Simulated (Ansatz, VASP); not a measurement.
**CoO in VASP and in Ansatz**

```xyz
4
Lattice="3.1324 0.0000 0.0000 -1.5662 2.7127 0.0000 0.0000 0.0000 5.1220" Properties=species:S:1:pos:R:3 pbc="T T T"
Co    0.0000    1.8085    2.5782
Co    0.0000    0.0000    0.0178
O     0.0000    1.8085    4.4641
O     0.0000    0.0000    1.9034
```

Change from the starting cell: volume scaled by 0.94.

Alike in both runs: task single point; functional PBE; k mesh 10 × 10 × 5; occupations fermi-dirac, width 0.05 eV; collinear spin, ferromagnetic start.

|  | VASP | Ansatz |
| --- | --- | --- |
| version | VASP 6.6.1 | Ansatz 0.2.0 |
| potentials or method | VASP PAW PBE potentials, release 64 (Co, O) | Ansatz PAW |
| plane-wave cutoff (eV) | 520 | 420 |
| valence electrons in the cell | 30 | 46 |

```tsv
	VASP	Ansatz	Ansatz less VASP
gap on the k mesh at the Fermi level (eV)	none	none	-
pressure (GPa)	9.3	7.5	-1.81
largest component of the traceless stress (GPa)	4.44	2.01	-2.433
rms of the force components (eV/Å)	0.212	0.078	-0.1335
net moment per atom (μB)	1.36	0.00	-1.364
size of the moment on the site where the two differ most (μB)	2.34	2.02	-0.325
```

The net moments differ so much that the two runs ended in different magnetic states, which moves the other rows too. Site moments also hang on the region over which each program counts them. Atom by atom the forces differ by 0.290 eV/Å (rms over components). A gap of «none» marks a metal or a gap that the smearing closes. The two sets of potentials don't hold the same shells in valence.

Caveats: semilocal functionals often make such compounds metallic where correlation or magnetic order opens a gap, which also shifts bond lengths; the pressure holds a Pulay correction of +0.7 GPa for the finite cutoff (Ansatz); the starting moments weren't kept (Ansatz).
